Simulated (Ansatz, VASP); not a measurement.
**Re: VASP beside Ansatz**

Contents of INCAR:

```
PREC = Accurate
ENCUT = 520
EDIFF = 1E-7
ISMEAR = -1
SIGMA = 0.05
LREAL = False
LASPH = True
NELM = 80
ALGO = Normal
ISIF = 2
LWAVE = False
LCHARG = False
GGA = PE
NBANDS = 18
```

File KPOINTS:

```
regular mesh
0
Gamma
  11 11 11
```

POSCAR

```
Re
1.0
    1.4021347560      0.8095228789      6.7867577774
   -1.4021347560      0.8095228789      6.7867577774
    0.0000000000     -1.6190457577      6.7867577774
Re
3
Direct
    0.7778261200      0.7778261200      0.7778261200
    0.2221738800      0.2221738800      0.2221738800
    0.0000000000      0.0000000000      0.0000000000
```

input.yaml

```yaml
crystal:
  lattice:
    - [1.402134756, 0.8095228789, 6.7867577774]
    - [-1.402134756, 0.8095228789, 6.7867577774]
    - [0.0, -1.6190457577, 6.7867577774]
  atoms:
    - { symbol: Re, position: [0.77782612, 0.77782612, 0.77782612] }
    - { symbol: Re, position: [0.22217388, 0.22217388, 0.22217388] }
    - { symbol: Re, position: [0.0, 0.0, 0.0] }
hamiltonian:
  xc: pbe
  pseudopotentials: { kind: paw }
kpoints:
  mp_grid: { grid: [11, 11, 11] }
scf:
  occupations: { method: fermi_dirac, width: 0.05 }
output:
  forces: true
  stress: true
  eigenvalues: true
```

Change from the starting cell: volume scaled by 1.04.

Alike in both runs: task single point; functional PBE; k mesh 11 × 11 × 11; occupations fermi-dirac, width 0.05 eV; no spin polarisation.

|  | VASP | Ansatz |
| --- | --- | --- |
| version | VASP 6.6.1 | Ansatz 0.2.0 |
| potentials or method | VASP PAW PBE potentials, release 64 (Re) | Ansatz PAW |
| plane-wave cutoff (eV) | 520 | 420 |
| valence electrons in the cell | 21 | 45 |

|  | VASP | Ansatz | Ansatz less VASP |
| --- | --- | --- | --- |
| gap on the k mesh at the Fermi level (eV) | none | none | - |
| pressure (GPa) | -10.6 | -9.9 | +0.70 |
| largest component of the traceless stress (GPa) | 0.27 | 0.23 | -0.045 |
| rms of the force components (eV/Å) | 0.022 | 0.024 | +0.0025 |

Atom by atom the forces differ by 0.002 eV/Å (rms over components). A gap of «none» marks a metal or a gap that the smearing closes. The two sets of potentials don't hold the same shells in valence.

The runs have no spin-orbit coupling, so splittings on Re are missing.
